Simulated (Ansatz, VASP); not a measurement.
One calculation of Ag, two programs

```
Ag
1.0
     0.00000    2.04275    2.04275
     2.04275    0.00000    2.04275
     2.04275    2.04275    0.00000
Ag
1
Direct
  0.00000 0.00000 0.00000
```

Alike in both runs: functional r2SCAN; k mesh 11 × 11 × 11; occupations fermi-dirac, width 0.05 eV; non-collinear spin, spin-orbit coupling.

|  | VASP | Ansatz |
| --- | --- | --- |
| version | VASP 6.6.1 | Ansatz 0.2.0 |
| potentials or method | VASP PAW PBE potentials, release 64 (Ag) | Ansatz PAW |
| plane-wave cutoff (eV) | 520 | 500 |
| valence electrons in the cell | 11 | 19 |
| task | single point | band structure |

```tsv
	VASP	Ansatz	Ansatz less VASP
gap on the k mesh at the Fermi level (eV)	none	none	-
pressure (GPa)	1.2	1.1	-0.17
net moment per atom (μB)	0.00	0.00	0.000
```

A gap of «none» marks a metal or a gap that the smearing closes. The two sets of potentials don't hold the same shells in valence.

Caveats: the PAW data sets were made with another functional, which shifts forces and pressure a little (VASP); the PAW data sets come from PBE, with cores solved anew for the run's functional, which leaves a small shift of forces and pressure (Ansatz).
